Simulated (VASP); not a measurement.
A run of VASP 6.6.1 is set up as follows.

Contents of INCAR:

```
ALGO = Normal
EDIFF = 1E-7
ENCUT = 520
GGA = PE
ISIF = 2
ISMEAR = 0
LASPH = True
LCHARG = True
LELF = True
LREAL = False
LVHAR = True
LWAVE = False
NBANDS = 16
NELM = 100
PREC = Accurate
SIGMA = 0.1
```

Contents of KPOINTS:

```
k-points
0
Gamma
  12 12 12
```

File POSCAR:

```
AlRu
1.0
    3.0263923080      0.0000000000      0.0000000000
    0.0000000000      3.2956363080      0.0000000000
    0.0000000000      0.0000000000      3.0263923080
Al Ru
1 1
Direct
    0.0000000000      0.0000000000      0.0000000000
    0.5000000000      0.5000000000      0.5000000000
```

Potentials or basis: VASP PAW PBE potentials, release 64 (Al, Ru_pv).

Launch:

```console
$ cat potpaw_PBE.64/Al/POTCAR potpaw_PBE.64/Ru_pv/POTCAR > POTCAR
$ mpirun -np 1 vasp_std > vasp.out
```

(1) What does it give for the band gap on the k mesh?

(2) Estimate the pressure.

Results:

(1) none (metal or under the smearing width).

(2) -16.8 GPa.

Caveat: so large a pressure means that the cell lies far from this level's equilibrium, or that cutoff or potentials fall short.
